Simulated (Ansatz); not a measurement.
Zinc-blende InN (metastable phase), treated with PBE-D4 (plane waves, PAW; Ansatz, a program for electronic structure).

Run with plane-wave cutoff 520 eV, 12×12×12 k mesh, Fermi–Dirac smearing 0.01 eV, scalar-relativistic PAW data made under PBE.

Equation-of-state points:

```json
[
 {"V (Å³/atom)": "14.738", "E − E_lowest (meV/atom)": "25.57", "P (GPa)": "9.24"},
 {"V (Å³/atom)": "15.051", "E − E_lowest (meV/atom)": "10.92", "P (GPa)": "5.80"},
 {"V (Å³/atom)": "15.365", "E − E_lowest (meV/atom)": "2.62", "P (GPa)": "2.74"},
 {"V (Å³/atom)": "15.678", "E − E_lowest (meV/atom)": "0.00", "P (GPa)": "0.00"},
 {"V (Å³/atom)": "15.992", "E − E_lowest (meV/atom)": "2.45", "P (GPa)": "-2.45"},
 {"V (Å³/atom)": "16.305", "E − E_lowest (meV/atom)": "9.42", "P (GPa)": "-4.63"},
 {"V (Å³/atom)": "16.619", "E − E_lowest (meV/atom)": "20.43", "P (GPa)": "-6.58"}
]
```

### Question
Estimate the bulk modulus from the pressures at 15.365 and 15.992 Å³/atom, and compare it with a fit to all energies.

### Answer
B = −V dP/dV. Between V = 15.365 and 15.992 Å³/atom, dP/dV = (-2.45 − (2.74))/(15.992 − 15.365) = -8.28 GPa per Å³/atom; at the midpoint 15.678 Å³/atom this gives B ≈ 130 GPa. The third-order Birch–Murnaghan fit gives V0 = 15.678 Å³/atom, B0 = 129 GPa, B′ = 4.7, which lies within 1 % of that estimate.

Measured, for comparison: equilibrium volume per atom 15.72 Å³/atom (temperature not stated, no zero-point or thermal correction, epilayer on 3C-SiC; as tabulated in Schörmann, As, Lischka, Schley, Goldhahn et al., Appl. Phys. Lett. 89, 261903 …). Computed (rounded) less measured: equilibrium volume per atom -0.3 %.

Note: the gap of the solid is closed in this run; this level leaves the solid without a gap, although one is measured.

Spin–orbit coupling is not included; it can open a gap where bands touch, and shift volumes and moduli.

Static lattice: no zero-point or thermal effects.
